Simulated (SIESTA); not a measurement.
Crystal: SnSe.

```
Sn Se
1.0
    11.42000    0.00000    0.00000
     0.00000    4.19000    0.00000
     0.00000    0.00000    4.46000
Sn Se
4 4
Direct
  0.87700 0.75000 0.90900
  0.62300 0.25000 0.40900
  0.37700 0.75000 0.59100
  0.12300 0.25000 0.09100
  0.64300 0.75000 0.98400
  0.85700 0.25000 0.48400
  0.14300 0.75000 0.51600
  0.35700 0.25000 0.01600
```

Base run:

| Quantity | Value |
| --- | --- |
| Program | SIESTA 5.4.2 |
| Functional | RPBE |
| Potentials or basis | PseudoDojo 0.4 standard (PBE files) |
| Basis | DZP (energy shift 0.003 Ry; two zetas on semicore shells) |
| Grid cutoff | 500 Ry |
| Energy shift | 0.003 Ry |
| k mesh | 3 × 6 × 6 |
| Occupations | fermi-dirac, width 0.05 eV |
| Spin | no spin polarisation |

Its results: band gap on the k mesh 0.57 eV, indirect (least direct gap 0.72 eV); pressure 5.7 GPa; largest force 0.774 eV/Å.

The run is repeated on the same cell with these changes: functional from RPBE to vdW-DF-cx. What comes out?

Band gap on the k mesh 0.56 eV, indirect (least direct gap 0.72 eV); pressure 2.1 GPa; largest force 0.685 eV/Å.

Caveats: the potentials were made for another functional, which shifts forces and pressure; spin-orbit coupling is left out, which moves the levels of the heavy elements; the basis of atomic orbitals isn't converged, which shifts pressures, moduli and gaps.

A k mesh can miss the band edges.
